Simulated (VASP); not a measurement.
Wanted: the native input for a VASP 6.6.1 run.

```yaml
Task: relaxation of cell and atoms
Functional: PBEsol
Potentials_or_basis: VASP PAW PBE potentials, release 64 (Zn, Ga_d, O)
Cutoff: 600 eV
k_mesh: 6 × 6 × 6
Occupations: gaussian, width 0.03 eV
Spin: no spin polarisation
Further_INCAR_settings: ALGO = Normal; EDIFF = 1e-06; IBRION = 2; EDIFFG = -0.01; NSW = 90; ISIF = 3
```

The structure of ZnGa2O4 lies in POSCAR:

```
ZnGa2O4
1.0
    0.0000000000      4.1711888808      4.1711888808
    4.1711888808      0.0000000000      4.1711888808
    4.1711888808      4.1711888808      0.0000000000
Zn Ga O
2 4 8
Direct
    0.5000000000      0.5000000000      0.5000000000
    0.7500000000      0.7500000000      0.7500000000
    0.1250000000      0.1250000000      0.6250000000
    0.1250000000      0.6250000000      0.1250000000
    0.6250000000      0.1250000000      0.1250000000
    0.1250000000      0.1250000000      0.1250000000
    0.8865055100      0.3404834700      0.8865055100
    0.3634944900      0.3634944900      0.9095165300
    0.3634944900      0.3634944900      0.3634944900
    0.9095165300      0.3634944900      0.3634944900
    0.8865055100      0.8865055100      0.8865055100
    0.3404834700      0.8865055100      0.8865055100
    0.3634944900      0.9095165300      0.3634944900
    0.8865055100      0.8865055100      0.3404834700
```

The cell is a database's computed one.

The input as run:

INCAR

```
SYSTEM = ZnGa2O4
  PREC = Accurate
  ENCUT = 600
  EDIFF = 1E-6
  ISMEAR = 0
  SIGMA = 0.03
  LREAL = .False.
  LASPH = .True.
  NELM = 80
  ALGO = Normal
  ISIF = 3
  LWAVE = .False.
  LCHARG = .False.
  GGA = PS
  IBRION = 2
  NSW = 90
  EDIFFG = -0.01
  KPAR = 4
```

KPOINTS

```
Automatic mesh
0
Gamma
  6 6 6
  0 0 0
```

Potentials or basis: VASP PAW PBE potentials, release 64 (Zn, Ga_d, O).

Run with:

```bash
$ cat potpaw_PBE.64/Zn/POTCAR potpaw_PBE.64/Ga_d/POTCAR potpaw_PBE.64/O/POTCAR > POTCAR
$ mpirun -np 4 vasp_std > vasp.out
```

It gave:

```json
{
  "Relaxed volume": "10.39 Å³/atom",
  "Relaxed cell": "a = 5.904 Å, b = 5.904 Å, c = 5.904 Å, α = 60.00°, β = 60.00°, γ = 60.00°",
  "Space group after relaxing (to 0.05 Å)": "Fd-3m (No. 227)",
  "Energy gained by relaxing": "0.1 meV/atom",
  "Ionic steps": "3",
  "Pressure after relaxing": "0.0 GPa",
  "Largest force after relaxing": "0.006 eV/Å",
  "Band gap on the k mesh": "2.49 eV, indirect (least direct gap 2.67 eV)"
}
```

Caveat: the PAW data sets were made with another functional, which shifts forces and pressure a little.

Wall time 2.8 min on 4 MPI ranks on Intel(R) Xeon(R) Platinum 8488C (Sapphire Rapids), on a shared host, peak memory 0.44 GiB a rank.
